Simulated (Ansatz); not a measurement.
Wires are cut from relaxed bulk KBr (Fm-3m, 37.61 Å³/atom, gap on the mesh 4.32 eV); atoms and period are relaxed, and energies count from that bulk.

Method: DFT PBE, scalar-relativistic, plane waves, PAW in Ansatz 0.2.0.

Plane waves to 420 eV, a k mesh through Γ of 1×1×3 on the computed 12-atom cell and Gaussian smearing (0.05 eV); no spin polarisation.

Start ([111] wire, 12 host atoms a period):

```
CELL_PARAMETERS angstrom
13.10000 0.00000 0.00000
0.00000 14.00000 0.00000
0.00000 0.00000 11.60629
ATOMIC_POSITIONS crystal
K 0.65662 0.50000 0.00000
Br 0.44779 0.50000 0.83333
K 0.44779 0.50000 0.33333
Br 0.65662 0.50000 0.50000
K 0.34338 0.33078 0.00000
K 0.55221 0.66922 0.66667
Br 0.55221 0.33078 0.16667
Br 0.34338 0.66922 0.50000
K 0.34338 0.66922 0.00000
K 0.55221 0.33078 0.66667
Br 0.55221 0.66922 0.16667
Br 0.34338 0.33078 0.50000
```

Task: Relax it.

Result: The free energy falls by 385 meV/atom. It ends far from its start (an atom moved by over half a bond, or the period changed much).

```
excess energy (eV per host atom)                      : 0.132
line energy (eV/Å)                                    : 0.246
period (Å)                                            : 6.454
gap on the mesh (eV)                                  : 4.34
highest filled level or Fermi level under vacuum (eV) : 6.00
```

Relaxed structure:
```xyz
12
Lattice="13.1000 0.0000 0.0000 0.0000 14.0000 0.0000 0.0000 0.0000 6.4535" Properties=species:S:1:pos:R:3 pbc="T T T"
K     7.9617    7.0000    0.1840
Br    4.5895    7.0000    6.6393
K     4.6717    7.0000    3.4123
Br    8.0344    7.0000    3.4105
K     4.7865    3.7532    0.1766
K     7.8635   10.2398    3.4031
Br    8.0269    3.6892    0.1761
Br    4.6266   10.3130    3.4038
K     4.7865   10.2468    0.1766
K     7.8635    3.7602    3.4031
Br    8.0269   10.3108    0.1761
Br    4.6266    3.6870    3.4038
```

An odd mesh misses points on the zone edge, so a gap read on it can be too wide.

Each run keeps its start's symmetry and one magnetic start, so lower states can exist.

Time: 3.6 min on 4 threads of Arm Neoverse V1 (shared host), peak memory 1.7 GiB.